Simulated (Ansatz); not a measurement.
**PbS in Ansatz: the effect of functional**

Crystal: PbS.

```
Pb S
1.0
     3.62914    0.00000    0.00000
     0.00000    3.62914    0.00000
     0.00000    0.00000    3.62914
Pb S
1 1
Direct
  0.00000 0.00000 0.00000
  0.50000 0.50000 0.50000
```

Measurements of this composition are mostly on another form, of space group No. 225.

The cell isn't the ideal one: volume scaled by 0.98.

Alike in all runs:

```yaml
Program: Ansatz 0.2.0
Task: single point
Potentials_or_basis: Ansatz PAW
k_mesh: 7 × 7 × 7
Occupations: fermi-dirac, width 0.05 eV
Spin: no spin polarisation
```

```tsv
functional	cutoff	gap on the mesh (eV)	pressure (GPa)
LDA	420 eV (not typed: the program's choice for these potentials)	?	?
PBEsol	420 eV (not typed: the program's choice for these potentials)	none	-2.6
r2SCAN	500 eV (not typed: the program's choice for these potentials)	0.27	0.5
```

**Question.** What does the run with functional LDA give?

**Answer.** gap on the mesh none; pressure -4.4 GPa.

Caveats: the PAW data sets come from PBE, with cores solved anew for the run's functional, which leaves a small shift of forces and pressure; odd divisions of the mesh miss points on the zone boundary, where band edges often lie, so the gap on the mesh can be too wide (some runs); spin-orbit coupling is left out, which as a rule narrows the gap of such compounds by several tenths of an eV (some runs).

A k mesh can miss the band edges.

A gap of «none» marks a metal or a gap under the smearing width.

Runs at the PBE level aren't shown here.
